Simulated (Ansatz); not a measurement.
# ZrH2 (Fm-3m): relaxations under a series of pressures

How does ZrH2 (Fm-3m) give way under pressure? A script is to give relaxations under a series of pressures; the system is ZrH2 (Fm-3m).

Computed with Ansatz 0.2.0 through its Python package. Level of theory: DFT LDA, plane waves, PAW.

### 1 The system

It takes space group Fm-3m (No. 225, cubic). The conventional cell has a = 4.818 Å, b = 4.818 Å, c = 4.818 Å, α = 90.00°, β = 90.00°, γ = 90.00°. Around Zr (site symmetry m-3m) lie 8 H at 2.09 Å. H (site symmetry -43m) is surrounded by 4 Zr at 2.09 Å.

No structure file is read: the coordinates are typed or built in the script.

### 2 The code

File zrh2.py:

```python
'''Cell of ZrH2 under pressure.'''

import warnings

import ansatz as az
import numpy as np
import pandas as pd

def edges_and_angles(cell):
    cell = np.asarray(cell)
    a, b, c = np.linalg.norm(cell, axis=1)
    cosines = cell[1] @ cell[2] / (b * c), cell[0] @ cell[2] / (a * c), cell[0] @ cell[1] / (a * b)
    return (a, b, c, *np.degrees(np.arccos(cosines)))

warnings.simplefilter('ignore', az.DeckWarning)

zrh2 = (
    az.Lattice.fcc(4.81845)
    .space_group(225)
    .atom('Zr', (0.0, 0.0, 0.0))
    .atom('H', (0.25, 0.25, 0.75))
    .primitive()
)

calculation = zrh2.calculation()
calculation = calculation.functional('lda')
calculation = calculation.basis(31 * az.Ry)
calculation = calculation.kpoints(spacing=0.26)
calculation = calculation.occupations('fermi_dirac', width=0.1)

# H = F + PV, with 1 GPa A^3 = 1/160.21766 eV
rows = []
for pressure in [0, 10, 20, 30, 40]:
    done = calculation.relax(cell=True, pressure=pressure, max_steps=100).run(threads=1, pin='off')
    cell = done.lattice.cell_ang
    n_atoms = len(done.lattice.sites)
    volume = abs(np.linalg.det(cell)) / n_atoms
    enthalpy = done.report['free_energy_ev'] / n_atoms + pressure * volume / 160.21766
    rows.append((pressure, volume, enthalpy, *edges_and_angles(cell)))
    print(f'{pressure} GPa done: {volume:.4f} A^3/atom')

table = pd.DataFrame(rows, columns=['P_GPa', 'V_A3_atom', 'H_eV_atom', 'a', 'b', 'c', 'alpha', 'beta', 'gamma'])
print(table.round(4).to_string(index=False))
p, v = np.array([row[0] for row in rows], float), np.array([row[1] for row in rows])
print('mean bulk modulus between rows (GPa):', np.round(-np.diff(p) / np.diff(np.log(v)), 1))
```

### 3 The input behind the calls

The engine receives this input (first run):

```yaml
crystal:
  lattice:
    bravais: fcc
    a: 4.81845
  space_group: 225
  atoms:
    - { symbol: Zr, position: [0.0, 0.0, 0.0] }
    - { symbol: H, position: [0.25, 0.25, 0.75] }
  reduce_to_primitive: true
basis:
  ecutwfc: 421.77648681281397
kpoints:
  mp_grid:
    kspacing: 0.26
hamiltonian:
  xc: lda
scf:
  occupations:
    method: fermi_dirac
    width: 0.1
relax:
  max_steps: 100
  cell:
    p_target: 0.0
```

### 4 The run

Started as:

```bash
$ python zrh2.py
```

What it wrote:

```text
0 GPa done: 8.8585 A^3/atom
10 GPa done: 8.3424 A^3/atom
20 GPa done: 7.9467 A^3/atom
30 GPa done: 7.6232 A^3/atom
40 GPa done: 7.3498 A^3/atom
 P_GPa  V_A3_atom  H_eV_atom      a      b      c  alpha  beta  gamma
     0     8.8585 -1370.2449 3.3496 3.3496 3.3496   60.0  60.0   60.0
    10     8.3424 -1369.7089 3.2833 3.2833 3.2833   60.0  60.0   60.0
    20     7.9467 -1369.2011 3.2305 3.2305 3.2305   60.0  60.0   60.0
    30     7.6232 -1368.7156 3.1861 3.1861 3.1861   60.0  60.0   60.0
    40     7.3498 -1368.2486 3.1475 3.1475 3.1475   60.0  60.0   60.0
mean bulk modulus between rows (GPa): [166.6 205.8 240.6 273.8]
```

Run time: 24 s. Hardware: 1 thread of Intel Xeon Platinum 8259CL at 2.50GHz (Skylake/Cascade Lake), shared host; peak memory 0.43 GiB.

Lines on the test bed's own set-up are left out of the output.

### 5 The engine's runs

From the records of these 5 runs:

```tsv
run	pressure asked (GPa)	energy from run 1 (meV/atom)	final volume (Å³/atom)	pressure (GPa)	SCF cycles in all	CPU time (s)
1	0	0.00	8.86	-0.04	24	3.5
2	10	15.24	8.34	10.00	29	4.6
3	20	51.77	7.95	19.95	23	3.3
4	30	101.87	7.62	29.95	28	4.1
5	40	161.29	7.35	40.00	34	5.1
```

Energies are free energies F = E - TS of the smeared occupations. 

### 6 Path of the relaxation of run 1

Relaxation path:

| step | E - E(step 1) (eV/cell) | largest force component (eV/Å) | pressure (GPa) | volume (Å³) |
| --- | --- | --- | --- | --- |
| 1 | 0.0000 | 0.0000 | -6.90 | 27.97 |
| 2 | 0.0940 | 0.0000 | 17.85 | 24.07 |
| 3 | -0.0316 | 0.0000 | -1.05 | 26.76 |
| 4 | -0.0324 | 0.0000 | -0.02 | 26.58 |
| 5 | -0.0315 | 0.0000 | -0.04 | 26.58 |

Step 1 is the start. Step 5 repeats the geometry before it on a plane-wave basis chosen anew for that cell, so its energy need not be comparable with the rows above. Step 2 was tried and not accepted.

Lengths and angles in the start's conventional setting:

«Before» is this run's own start.

|  | before | after | change |
| --- | --- | --- | --- |
| a (Å) | 4.818 | 4.737 | -1.7 % |
| b (Å) | 4.818 | 4.737 | -1.7 % |
| c (Å) | 4.818 | 4.737 | -1.7 % |
| volume (Å³/atom) | 9.32 | 8.86 | -5.0 % |
| shortest distance (Å) | 2.086 | 2.051 | -1.7 % |
| space group (0.01 Å) | Fm-3m | Fm-3m | same |

Forces and stress were held to the start's 48 operations: a distortion of lower symmetry was not tested.

### 7 How the relaxation of run 5 went

The steps of the relaxation:

```
step  E - E(step 1) (eV/cell)  largest force component (eV/Å)  pressure (GPa)  volume (Å³)
   1                   0.0000                          0.0000           -6.90        27.97
   2                   0.0940                          0.0000           17.85        24.07
   3                   0.6241                          0.0000           49.01        21.42
   4                   0.4310                          0.0000           39.09        22.12
   5                   0.4479                          0.0000           39.99        22.05
   6                   0.4514                          0.0000           39.95        22.05
   7                   0.4524                          0.0000           40.00        22.05
   8                   0.4524                          0.0000           40.00        22.05
```

Step 1 is the start. Steps 6, 8 each repeat the geometry before them on a plane-wave basis chosen anew, so the energy can jump there without any move.

Lengths and angles in the start's conventional setting:

«Before» is this run's own start.

|  | before | after | change |
| --- | --- | --- | --- |
| a (Å) | 4.818 | 4.451 | -7.6 % |
| b (Å) | 4.818 | 4.451 | -7.6 % |
| c (Å) | 4.818 | 4.451 | -7.6 % |
| volume (Å³/atom) | 9.32 | 7.35 | -21.2 % |
| shortest distance (Å) | 2.086 | 1.927 | -7.6 % |
| space group (0.01 Å) | Fm-3m | Fm-3m | same |

The run keeps the 48 symmetry operations of the start, so it could not have lowered the symmetry.

Under a set pressure the enthalpy E + pV is minimised, so E itself may rise.

### 8 Outcome

```
                                   quantity               value
bulk modulus between neighbouring pressures  166.6 to 273.8 GPa
                              runs compared                   5
                            range of energy     161.29 meV/atom
```

**Reading.** The crystal stiffens as it is compressed. The volume falls from 8.86 Å³ an atom at 0 GPa to 7.35 at 40 GPa, by 17.0 %. Between 0 and 10 GPa, -V dP/dV is about 167 GPa, a mean over that step. In run 1, the volume shrank by 5.0 % over 2 moves, and the space group stayed Fm-3m. In run 5, over 5 moves the cell shrank by 21.2 % in volume under the 40 GPa asked, and the space group stayed Fm-3m. Reading the output:
- At a fixed pressure a relaxation lowers the enthalpy F + PV, while F alone can rise.
- The mesh is modest for a metal, so energies can be off by several to tens of meV an atom and pressures by half a GPa or more; differences at equal mesh fare better.
- Edges and angles that the script prints are those of the cell as typed, here a primitive one.
- The structure comes from a database of computed cells and needn't be a stable or known phase.
- Symmetry holds the cell in this phase, so another phase that may be stable under pressure is not reached.
